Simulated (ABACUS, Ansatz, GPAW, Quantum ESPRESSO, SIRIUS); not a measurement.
## Cost and result for the equilibrium volume of Au

**What was measured.** The equilibrium volume of Au (Gold) (Fm-3m) is reported as 16.95 Å³/atom at 298 K (arxiv:1805.06931). The runs below try to reproduce it.

```
Au
1.0
     0.00000    2.03500    2.03500
     2.03500    0.00000    2.03500
     2.03500    2.03500    0.00000
Au
1
Direct
  0.00000 0.00000 0.00000
```

```csv
rung,level,program and potentials,cutoff (eV),k mesh,smearing,task,spin,core time,chip,equilibrium volume (Å³/atom),miss,notes
GGA,PBEsol,"Ansatz, all-electron LAPW, scalar-relativistic",-,11 × 11 × 11,fermi-dirac 0.05,relaxation of cell and atoms,off,19 s,Arm Neoverse V2,17.01,+0.4 %,-
GGA,PBE,"ABACUS, PseudoDojo NC SR 0.5 PBE standard, plane waves",1034,9 × 9 × 9,fermi-dirac 0.05,relaxation of cell and atoms,off,35 s,Intel Xeon 6975P-C Granite Rapids,17.92,+5.7 %,-
GGA + dispersion,revPBE+D3(BJ),"GPAW, the program's PAW data sets (release 1.2.1) made for this functional",600,11 × 11 × 11,fermi-dirac 0.05,equation of state,off,76 s,Arm Neoverse V1,17.18,+1.4 %,"far from this level's other runs, cause not traced"
GGA,PBEsol,"GPAW, PAW data sets generated for this functional",600,11 × 11 × 11,fermi-dirac 0.05,equation of state,off,78 s,Arm Neoverse V1,17.29,+2.0 %,"far from this level's other runs, cause not traced"
GGA,PBEsol,"Quantum ESPRESSO, PseudoDojo 0.4.1 SR PBEsol standard",1034,11 × 11 × 11,fermi-dirac 0.05,equation of state,off,90 s,Arm Neoverse V1,16.98,+0.2 %,-
GGA,RGE2,"Quantum ESPRESSO, PseudoDojo 0.4.1 SR PBE standard",1034,11 × 11 × 11,fermi-dirac 0.05,equation of state,off,1.8 min,AMD EPYC 7R43 Zen 3,17.17,+1.3 %,potentials made for PBE
GGA,AM05,"Quantum ESPRESSO, PseudoDojo 0.4 FR PBE standard",1034,11 × 11 × 11,fermi-dirac 0.05,equation of state,"SOC, no magnetisation",7.6 min,AMD EPYC 7R43 Zen 3,16.84,-0.6 %,potentials made for PBE
GGA,WC,"SIRIUS, all-electron FP-LAPW, apw+lo standard",-,11 × 11 × 11,fermi-dirac 0.05,equation of state,off,7.7 min,Arm Neoverse N1,17.14,+1.1 %,-
```

Times are single runs on shared hosts and different chips, so they are rough; meshes, cutoffs and the tasks' sizes weigh on the time. Smearing widths are in eV. For a metal such meshes aren't converged. Meshes differ between rows, which moves values too. Meshes are those of the run's cell of 1 atom unless a note names another. Relaxations start from the cell shown or near it and stop with a little pressure left. The cell shown, of 16.85 Å³ an atom, is the runs' start and not the measured value. Misses use the values as printed. Runs on faulty files, with rough fits or with known faults for this quantity aren't shown.

By rung: GGA 16.84 to 17.92; GGA + dispersion 17.18 (Å³/atom). Measured: 16.95 Å³/atom at 298 K (arxiv:1805.06931). Closest is PBEsol with Quantum ESPRESSO, PseudoDojo 0.4.1 SR PBEsol standard (+0.2 %), and PBE misses by +5.7 % on plain settings. The runs are for a static lattice, while measurements hold temperature and zero-point motion.
